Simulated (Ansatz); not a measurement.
# V2NO2 MXene bilayer (AA) in a perpendicular field, part 3 of 3

What dipole does a perpendicular field induce in the V2NO2 MXene bilayer (AA)? A positive field points along +c.

Ansatz 0.2.0; plane-wave DFT, LDA, Ansatz PAW (the session's first sound run).

So far. Step 8 (Single point, field 0.3 V/Å): The dipole is 0.140 e·Å. Step 9 (Response, atoms held): The induced dipole is that of a conductor 12.04 Å thick.

## Step 10: The same run with other settings

This step: plane-wave DFT, LDA, Ansatz PAW (Ansatz 0.2.0).

A run with a changed input: it repeats the earlier run at 0.05 V/Å with efield.dipole_correction from true to false.

Input file input.yaml:

```yaml
crystal:
  lattice:
    - [2.8502824448, 0.0, 0.0]
    - [-1.4251412224, 2.4684170052, 0.0]
    - [0.0, 0.0, 28.9362989909]
  atoms:
    - { symbol: O, position: [0.3333333333, 0.6666666667, 0.3110280276] }
    - { symbol: V, position: [0.6666666667, 0.3333333333, 0.3448781481] }
    - { symbol: "N", position: [0.0, 0.0, 0.3842581231] }
    - { symbol: V, position: [0.3333333333, 0.6666666667, 0.4236482575] }
    - { symbol: O, position: [0.6666666667, 0.3333333333, 0.4574814346] }
    - { symbol: O, position: [0.3333333333, 0.6666666667, 0.5425185618] }
    - { symbol: V, position: [0.6666666667, 0.3333333333, 0.5763517379] }
    - { symbol: "N", position: [0.0, 0.0, 0.6157418762] }
    - { symbol: V, position: [0.3333333333, 0.6666666667, 0.655121855] }
    - { symbol: O, position: [0.6666666667, 0.3333333333, 0.6889719724] }
kpoints:
  mp_grid: { grid: [18, 18, 1] }
  band_path:
    path: [[0, 0, 0], [0.5, 0, 0], [0.33333333, 0.33333333, 0], [0, 0, 0]]
    npoints: 16
hamiltonian:
  xc: lda
scf:
  occupations: { method: fermi_dirac, width: 0.02585 }
  convergence: { dr2_threshold: 1.0e-10 }
efield:
  axis: 3
  dipole_correction: false
  ramp_position: 0.97
  ramp_width: 0.06
  amplitude: 0.05
output:
  write_potential: true
  write_density: true
  volumetric_format: npy
```

Command:

```console
$ ansatz run input.yaml --threads 4 --pin off --max-ram 6144MiB --backend cpu --events-out ev --progress --plain --runs-dir out
```

The program printed:

```text
[...]
Crystal: 10 atoms, lattice volume = 203.587 Å³
Basis set: ecut = 420 eV, 4009 PW (Γ)
Bands: 53, of which v1, the nominal top of the filled ones, is band 43 counted from 1 (42 counted from 0)
Symmetry: 6 space group operations
k-points: 37 of 324 (time reversal used)
[...]
SCF iter   1: F=—  HF=-14419.169565 eV  |F-HF|=—  |Δ(HF+E_count)|=         —  Δρ=2.92e-2  dr2=2.05e1  ethr=1.77e-3  p=0.000 e·Å  V_vac-E_F(+/−)=7.27/5.96 eV  ⟨swp⟩=8.9  Hψ=10177  notcnv=0
[...]
SCF iter  13: F=-14418.919388 eV  HF=-14418.919388 eV  |F-HF|=2.35e-10  |Δ(HF+E_count)|=  1.84e-10  Δρ=8.03e-8  dr2=1.21e-11  ethr=1.00e-12  p=0.040 e·Å  V_vac-E_F(+/−)=7.10/5.89 eV  ⟨swp⟩=9.0  Hψ=5552  notcnv=0
SCF 1 converged in 13 iterations: F = -14418.919388 eV  dr2 = 1.21e-11
[...]
SCF converged after 13 iterations
Free energy (F): -14418.919388 eV
[...]
Internal energy: -14418.899366 eV  (E = F + TS)
E sigma→0 (E₀):  -14418.909377 eV
Entropy (-TS):   -0.020022 eV (-2.002 meV/atom)
Fermi energy:    2.708929 eV
Dipole field:    D = 0.035646 V/Å  (p = 0.040105 e·Å, saw-weighted)
Work function:   not extracted (applied field tilts the vacuum); planar V_es + V_field profile in the machine report
[...]
--- Band table (eV; the first three rows and the last of 37) ---
  k-point 0: bands = [... 39 lower, 0.1821, 1.5165, 1.5165, 1.5218, 1.5218, 2.5856, 2.7152, 2.7770, ... 6 higher]
  k-point 1: bands = [... 39 lower, 0.1774, 1.6540, 1.6711, 1.7192, 1.7308, 2.4771, 2.5358, 2.7874, ... 6 higher]
  k-point 2: bands = [... 39 lower, 0.2669, 1.7220, 1.7819, 2.0874, 2.1046, 2.5168, 2.5548, 2.8596, ... 6 higher]
  k-point 36: bands = [... 39 lower, -1.2916, 2.5231, 2.5364, 2.6531, 2.6534, 2.7049, 2.7051, 3.8433, ... 6 higher]
```

It took 6.5 s on 4 threads of AMD EPYC 9R45, shared host; peak memory 0.83 GiB; 25 s of CPU time.

```tsv
quantity	this run	earlier run	difference
dipole along the normal (e·Å)	0.04011	0.02341	0.017
```

With the dipole correction off, the periodic images add a field of their own to the typed one.

It moves by +0.0167 e·Å.

These numbers are not those of the isolated slab.

## Step 11: The same run with other settings: hamiltonian.hubbard and accuracy = "medium"

This step: plane-wave DFT, LDA, Ansatz PAW, but for the change named below (Ansatz 0.2.0).

Another changed input: it repeats the earlier run at 0.05 V/Å with hamiltonian.hubbard to sites: [species: V, l: d, u_eff: 2.0], double_counting: fll and accuracy to medium; its output block differs too.

Edit input.yaml of step 10 so:

```diff
@@ -23,2 +23,3 @@
   xc: lda
+  hubbard: { sites: [{ species: V, l: d, u_eff: 2.0 }], double_counting: fll }
 scf:
@@ -28,3 +29,3 @@
   axis: 3
-  dipole_correction: false
+  dipole_correction: true
   ramp_position: 0.97
@@ -36 +37,2 @@
   volumetric_format: npy
+accuracy: medium
```

The program printed:

```text
O: projections on atomic orbitals take those of the free atom [He] 2s2 2p4, of charge +0.00 (hamiltonian.pseudopotentials.projection_atoms); the dataset's partial waves leave at most 1.9e-8 of an orbital's norm unspanned inside its sphere
V: projections on atomic orbitals take those of the free atom [Ne] 3s2 3p6 3d3 4s2, of charge +0.00 (hamiltonian.pseudopotentials.projection_atoms); the dataset's partial waves leave at most 5.8e-7 of an orbital's norm unspanned inside its sphere
N: projections on atomic orbitals take those of the free atom [He] 2s2 2p3, of charge +0.00 (hamiltonian.pseudopotentials.projection_atoms); the dataset's partial waves leave at most 9.3e-9 of an orbital's norm unspanned inside its sphere
[...]
Crystal: 10 atoms, lattice volume = 203.587 Å³
Basis set: ecut = 420 eV, 4009 PW (Γ)
Bands: 53, of which v1, the nominal top of the filled ones, is band 43 counted from 1 (42 counted from 0)
Symmetry: 6 space group operations
k-points: 37 of 324 (time reversal used)
[...]
SCF iter   1: F=—  HF=-14422.068648 eV  |F-HF|=—  |Δ(HF+E_count)|=         —  Δρ=1.59e-1  dr2=5.38e1  ethr=3.10e-3  p=0.025 e·Å  D=2.23e-2 V/Å  ΔV_dip=-0.64 eV  dr2_dipole=7.61e-6  V_vac-E_F(+/−)=8.09/7.41 eV  ⟨swp⟩=8.8  Hψ=10128  notcnv=0  defer=8
[...]
SCF iter  25: F=-14409.782070 eV  HF=-14409.782070 eV  |F-HF|=1.02e-10  |Δ(HF+E_count)|=  6.00e-11  Δρ=1.10e-7  dr2=3.24e-11  ethr=1.00e-12  p=0.023 e·Å  D=2.08e-2 V/Å  ΔV_dip=-0.60 eV  dr2_dipole=1.72e-12  V_vac-E_F(+/−)=6.81/6.08 eV  ⟨swp⟩=10.5  Hψ=6364  notcnv=0
SCF 1 converged in 25 iterations: F = -14409.782070 eV  dr2 = 3.24e-11
[...]
SCF converged after 25 iterations
Free energy (F): -14409.782070 eV
[...]
Internal energy: -14409.764441 eV  (E = F + TS)
E sigma→0 (E₀):  -14409.773255 eV
Entropy (-TS):   -0.017629 eV (-1.763 meV/atom)
Fermi energy:    2.777733 eV
Dipole field:    D = 0.020813 V/Å  (p = 0.023417 e·Å, saw-weighted, corrected)
Work function:   not extracted (applied field tilts the vacuum); planar V_es + V_field profile in the machine report
[...]
--- Band table (eV; the first three rows and the last of 37) ---
  k-point 0: bands = [... 39 lower, 0.2142, 1.5426, 1.5426, 1.5480, 1.5480, 2.6973, 2.7933, 2.7933, ... 6 higher]
  k-point 1: bands = [... 39 lower, 0.2188, 1.6813, 1.6977, 1.7444, 1.7560, 2.5501, 2.5948, 2.8054, ... 6 higher]
  k-point 2: bands = [... 39 lower, 0.3090, 1.7605, 1.8189, 2.1124, 2.1293, 2.5660, 2.5969, 2.8799, ... 6 higher]
  k-point 36: bands = [... 39 lower, -1.2324, 2.5800, 2.5946, 2.8000, 2.8003, 2.8530, 2.8532, 3.8706, ... 6 higher]
Occupation matrices written to <dir>
```

The job ended after 9.4 s (4 threads; peak memory 1.1 GiB).

This step gave:

- energy at zero smearing: -14409.7733 eV
- dipole along the normal: 0.02342 e·Å

The electronic bands at the labelled points (eV, zero at the Fermi level):

```tsv
point	band 39	band 40	band 41	band 42	band 43	band 44	band 45	band 46
Γ	-2.56	-2.56	-1.24	-1.24	-1.23	-1.23	-0.08	0.02
halfway	-3.17	-3.11	-1.21	-1.09	-0.17	-0.16	0.34	0.36
M	-3.56	-3.51	-1.50	-1.32	0.16	0.26	0.52	0.52
halfway	-3.71	-3.52	-0.90	-0.76	0.21	0.25	0.39	0.40
K	-4.01	-4.01	-0.20	-0.18	0.02	0.02	0.08	0.08
halfway	-3.34	-3.23	-0.91	-0.87	-0.17	-0.08	0.53	0.55
Γ	-2.56	-2.56	-1.24	-1.24	-1.23	-1.23	-0.08	0.02
```

```tsv
quantity	this run	earlier run	difference
dipole along the normal (e·Å)	0.02342	0.02341	3.5e-6
```

The dipole moves by under 0.5 % or 5e-5 e·Å. The run took 25 SCF cycles against 12.

## Step 12: Summary of results

- gap without field: none
- work function, upper face: 6.50 eV
- equivalent conductor thickness, atoms held: 12.0 Å

What this shows: The induced dipole equals that of a perfect conductor 12.04 Å thick, while the outer atoms lie 10.94 Å apart. There is no gap over 0.03 eV, with or without the field. The first relaxation ran with spin and lost its moment, and the later runs have none; other magnetic states were not tried. The MXene's terminations sit over the metal atoms of its far layer; the site over carbon or nitrogen, which some compounds prefer, was not run.

[Long decimals in the printed logs are rounded to 6 places.]

[Logs are printed without paths, hosts, clocks, repeated set-up lines and the standing remarks that a program may print on its own settings, such as how far it seeks lower states.]

[Hosts, paths, dates, database ids (printed as entryN), source tags and the programs' standing remarks are cut or masked in the printed files.]

[Maps of the electrostatic potential energy from Ansatz leave out the sawtooth potential of an applied field or a dipole correction, so their vacuum need not be flat; planar profiles and work functions include it.]
